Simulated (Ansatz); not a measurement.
Density of states of SiNi$_{2}$ (P6_3/mmc, a = 3.912 Å, b = 3.912 Å, c = 4.991 Å, α = 90.00°, β = 90.00°, γ = 120.00°), in states per eV and primitive cell, averaged over bins of 0.3 eV. The calculation used DFT PBE, scalar-relativistic, plane waves, PAW (Ansatz 0.2.0).

Plane waves to 420 eV, a k mesh through Γ of 12×12×8 on the computed 6-atom cell and Gaussian smearing (0.10 eV); no spin polarisation.

The cell is relaxed at this level. The states (both spins) are summed by tetrahedra on a 18×18×12 mesh at the self-consistent density. Energies are bin centres; the table starts no lower than −8 eV and ends at 6 eV, or lower where the solved bands end.

It is a metal at this level.

```csv
E − E_F (eV),total,Ni 3d,Si 3p,Ni 4s,Si 3s
-7.20,0.50,0.07,0.27,0.13,0.02
-6.90,1.69,0.32,0.82,0.40,0.12
-6.60,2.07,0.43,1.02,0.44,0.16
-6.30,1.74,0.43,0.84,0.29,0.16
-6.00,2.17,0.63,1.03,0.29,0.18
-5.70,1.92,0.68,0.80,0.25,0.16
-5.40,2.18,0.82,0.90,0.29,0.13
-5.10,2.17,0.93,0.87,0.26,0.07
-4.80,3.74,1.91,1.38,0.34,0.06
-4.50,5.63,3.18,1.92,0.39,0.06
-4.20,4.87,2.99,1.58,0.17,0.03
-3.90,9.19,6.49,2.34,0.13,0.03
-3.60,3.24,2.34,0.67,0.07,0.03
-3.30,8.60,7.52,0.55,0.19,0.04
-3.00,11.69,10.67,0.47,0.11,0.04
-2.70,5.44,4.99,0.19,0.08,0.03
-2.40,8.79,8.26,0.26,0.11,0.01
-2.10,12.66,11.93,0.42,0.10,0.02
-1.80,10.11,9.52,0.25,0.12,0.03
-1.50,17.48,16.57,0.39,0.13,0.07
-1.20,14.76,13.77,0.31,0.25,0.16
-0.90,5.85,5.28,0.34,0.08,0.03
-0.60,4.99,4.50,0.29,0.10,0.04
-0.30,3.16,2.47,0.48,0.09,0.04
0.00,3.74,2.73,0.71,0.11,0.07
0.30,2.20,1.39,0.52,0.09,0.09
0.60,1.76,0.99,0.49,0.08,0.10
0.90,1.53,0.77,0.49,0.06,0.10
1.20,1.89,0.87,0.58,0.09,0.23
1.50,2.17,0.90,0.70,0.11,0.32
1.80,1.83,0.67,0.69,0.09,0.25
2.10,1.75,0.57,0.70,0.12,0.24
2.40,2.21,0.66,0.92,0.17,0.31
2.70,2.32,0.57,0.90,0.31,0.33
3.00,2.67,0.62,1.01,0.53,0.26
3.30,2.21,0.47,0.90,0.41,0.15
3.60,2.60,0.46,1.04,0.56,0.14
3.90,2.33,0.34,0.88,0.55,0.10
4.20,1.71,0.24,0.54,0.43,0.07
4.50,1.76,0.25,0.44,0.58,0.07
4.80,1.82,0.23,0.41,0.63,0.08
5.10,2.34,0.24,0.43,0.91,0.10
5.40,2.52,0.23,0.49,0.94,0.09
5.70,2.00,0.17,0.38,0.69,0.06
```

The columns after the total are the main Löwdin projections on the occupied valence shells of the potentials; 1 other is left out. The rest of the total lies in those, in shells that are empty in the free atom, which aren't projected, and between the atoms.

A ferromagnetic start lost its moments in a first run, so spin was left out; other magnetic orders weren't tried.